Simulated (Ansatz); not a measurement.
Runs of Ansatz 0.2.0 on PbF2 (Fluorocronite). Symmetry: Fm-3m, No. 225, cubic system. Conventional cell: a = 5.927 Å, b = 5.927 Å, c = 5.927 Å, α = 90.00°, β = 90.00°, γ = 90.00°. Around Pb (site symmetry m-3m) lie 8 F at 2.57 Å. F (site symmetry -43m) is surrounded by 4 Pb at 2.57 Å. 

```csv
task,level,k mesh,smearing,atoms under strain,gap on the mesh (eV),pressure (GPa)
elastic constants,PBEsol,6 × 6 × 6,fixed,clamped,(b),(a)
Born charges and dielectric tensor,PBEsol,8 × 8 × 8,fixed,-,4.31,-
single point,PBE,8 × 8 × 8,gaussian 0.05 eV,-,4.42,2.7
single point,RPBE,8 × 8 × 8,gaussian 0.05 eV,-,4.55,5.9
```

Alike in all rows: potentials or basis Ansatz PAW; no spin polarisation; cell as given; cutoff (eV) 420.

Question: Estimate the missing entries.

Answer: (a) -1.1; (b) 4.33.

Caveats: spin-orbit coupling is left out, which as a rule narrows the gap of such compounds by several tenths of an eV; the PAW data sets come from PBE, with cores solved anew for the run's functional, which leaves a small shift of forces and pressure (some runs).

A k mesh can miss the band edges, and the runs leave out spin-orbit coupling on Pb.
